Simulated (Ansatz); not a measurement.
**C: sliding across a plane**

Aim: for C, slide the crystal rigidly across a (1 1 1) plane.

Method: DFT r2SCAN, scalar-relativistic, plane waves, PAW, in Ansatz 0.2.0.

2 further runs of the same task are left out: 2 set aside as unsound or not needed.

## 1. Starting point

Symmetry: Fd-3m, No. 227, cubic system. Conventional cell: a = 3.560 Å, b = 3.560 Å, c = 3.560 Å, α = 90.00°, β = 90.00°, γ = 90.00°. Around C (site symmetry -43m) lie 4 C at 1.54 Å.

As a file:

```cif
data_structure
_symmetry_space_group_name_H-M 'P 1'
_symmetry_Int_Tables_number 1
_cell_length_a 2.5175
_cell_length_b 2.5175
_cell_length_c 12.3332
_cell_angle_alpha 90.000
_cell_angle_beta 90.000
_cell_angle_gamma 60.000
_cell_volume 67.69
loop_
_atom_site_label
_atom_site_type_symbol
_atom_site_fract_x
_atom_site_fract_y
_atom_site_fract_z
_atom_site_occupancy
C1 C 0.66667 0.66667 0.41667 1
C2 C 0.00000 0.00000 0.25000 1
C3 C 0.33333 0.33333 0.58333 1
C4 C 0.66667 0.66667 0.91667 1
C5 C 0.00000 0.00000 0.75000 1
C6 C 0.33333 0.33333 0.08333 1
C7 C 0.66667 0.66667 0.54167 1
C8 C 0.00000 0.00000 0.37500 1
C9 C 0.33333 0.33333 0.70833 1
C10 C 0.66667 0.66667 0.04167 1
C11 C 0.00000 0.00000 0.87500 1
C12 C 0.33333 0.33333 0.20833 1
```

It is built from the cell relaxed beforehand with the same method (5.64 Å³/atom).

## 2. Zero of the scan

File input.yaml:

```yaml
crystal:
  lattice:
    - [1.7801417073, -1.7801417073, 0.0]
    - [1.7801417073, 0.0, -1.7801417073]
    - [7.1205668293, 7.1205668293, 7.1205668293]
  atoms:
    - { symbol: C, position: [0.6666666667, 0.6666666667, 0.4166666667] }
    - { symbol: C, position: [0.0, 0.0, 0.25] }
    - { symbol: C, position: [0.3333333333, 0.3333333333, 0.5833333333] }
    - { symbol: C, position: [0.6666666667, 0.6666666667, 0.9166666667] }
    - { symbol: C, position: [1.0, 1.0, 0.75] }
    - { symbol: C, position: [0.3333333333, 0.3333333333, 0.0833333333] }
    - { symbol: C, position: [0.6666666667, 0.6666666667, 0.5416666667] }
    - { symbol: C, position: [1.0, 1.0, 0.375] }
    - { symbol: C, position: [0.3333333333, 0.3333333333, 0.7083333333] }
    - { symbol: C, position: [0.6666666667, 0.6666666667, 0.0416666667] }
    - { symbol: C, position: [0.0, 0.0, 0.875] }
    - { symbol: C, position: [0.3333333333, 0.3333333333, 0.2083333333] }
basis:
  ecutwfc: 500
kpoints:
  mp_grid: { grid: [10, 10, 2] }
hamiltonian:
  xc: r2scan
scf:
  occupations: { method: gaussian, width: 0.05 }
output:
  forces: true
  stress: true
  eigenvalues: true
  write_density: true
  write_potential: true
  elf: true
  volumetric_format: npy
```

The run is started by

```
$ ansatz run input.yaml --threads 2 --pin off --max-ram 5120MiB --backend cpu --events-out ev --progress --plain --runs-dir out
```

The session goes on with these runs: point f = 0.167; At f = 0.333; At f = 0.500; At f = 0.667; At f = 0.833; At f = 0.083; At f = 0.250; At f = 0.417; At f = 0.583; At f = 0.750; point f = 0.917.

Before running it: what results should come out? Wanted: largest shear traction sampled.

As calculated:

| quantity | value |
| --- | --- |
| highest fault energy sampled | 18693 mJ/m² at f = 0.333 |
| largest shear traction sampled | 193.5 GPa |

What this shows: Of the points run, the one at f = 0.333 is highest, 18693 mJ/m². A dip at f = 0.583 (11594 mJ/m²) marks a possible metastable fault. Nothing is relaxed, so these energies are upper bounds; letting the layers move apart would lower them. The gap on the mesh, 4.41 eV at the start, reads zero at f = 0.333.
